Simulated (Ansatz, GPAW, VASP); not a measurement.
**PbSe: 4 runs at one level of theory**

```xyz
2
Lattice="0.0000 3.0606 3.0606 3.0606 0.0000 3.0606 3.0606 3.0606 0.0000" Properties=species:S:1:pos:R:3 pbc="T T T"
Pb    0.0000    0.0000    0.0000
Se    3.0606    3.0606    3.0606
```

Alike in all runs: task single point; functional PBE; k mesh 8 × 8 × 8; occupations gaussian, width 0.017 eV; no spin polarisation; no spin-orbit coupling. Pressure is positive in compression and, in plane waves, holds the error of the finite cutoff, which Ansatz's Pulay term estimates and takes out.

```tsv
program and potentials	plane-wave cutoff (eV)	notes	band gap (eV)	pressure (GPa)
Ansatz, Ansatz PAW	420	15 valence electrons an atom on average	0.29	2.43
GPAW, GPAW PAW data sets (gpaw-data 1.2.1)	600	10 valence electrons an atom on average	0.24	2.22
Ansatz, all-electron LAPW, scalar-relativistic	-	-	0.28	2.43
VASP, PBE PAW files Pb_d, Se, 520 eV	520	10 valence electrons an atom on average	0.29	2.40
```

The band gap spans 0.24 (GPAW, GPAW PAW data sets (gpaw-data 1.2.1)) to 0.29 eV (VASP, PBE PAW files Pb_d, Se, 520 eV), with all-electron results at 0.28. The pressure spans 2.22 (GPAW, GPAW PAW data sets (gpaw-data 1.2.1)) to 2.43 GPa (Ansatz, all-electron LAPW, scalar-relativistic), with all-electron results at 2.43. Spin-orbit coupling, left out here, moves the band edges of heavy atoms.

Differences between rows come from potentials, basis sets and numerical settings, since the functional is the same but for its coding. Runs on potential files found faulty are left out.
